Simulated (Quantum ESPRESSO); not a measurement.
In, 3 atoms in the cell. The cell holds a slab with vacuum, 3 atoms: a = 3.335 Å, b = 3.335 Å, c = 20.509 Å, α = 90.00°, β = 90.00°, γ = 120.00°. 

```yaml
Program: Quantum ESPRESSO 7.5
Task: work function
Functional: PBE
Potentials_or_basis: PseudoDojo 0.4.1 SR PBE standard
Cutoff: 952 eV
Density_cutoff: 3810 eV
k_mesh: 9 × 9 × 1
Occupations: fermi-dirac, width 0.05 eV
Spin: no spin polarisation
Boundary_across_the_vacuum: none
Mixing_mode: local-TF
Mixing_beta: 0.3
Most_SCF_iterations: 150
SCF_threshold: 3e-09 Ry
```

Potentials or basis: PseudoDojo 0.4.1 SR PBE standard.

Run with:

```bash
$ OMP_NUM_THREADS=1 pw.x -in pw.in > pw.out
$ OMP_NUM_THREADS=1 pp.x -in pp_density.in > pp_density.out
$ OMP_NUM_THREADS=1 pp.x -in pp_potential.in > pp_potential.out
$ OMP_NUM_THREADS=1 pp.x -in pp_elf.in > pp_elf.out
```

Hardware: 1 thread of Intel(R) Xeon(R) 6975P-C (Granite Rapids) (shared host).

Estimate the wall time of this run.

It took 70 s on 1 thread of Intel(R) Xeon(R) 6975P-C (Granite Rapids), with other jobs on the host, peak memory 0.24 GiB. Counts: scf iterations 14, k pools 1, bands 28, k points 12, g dense 105459.
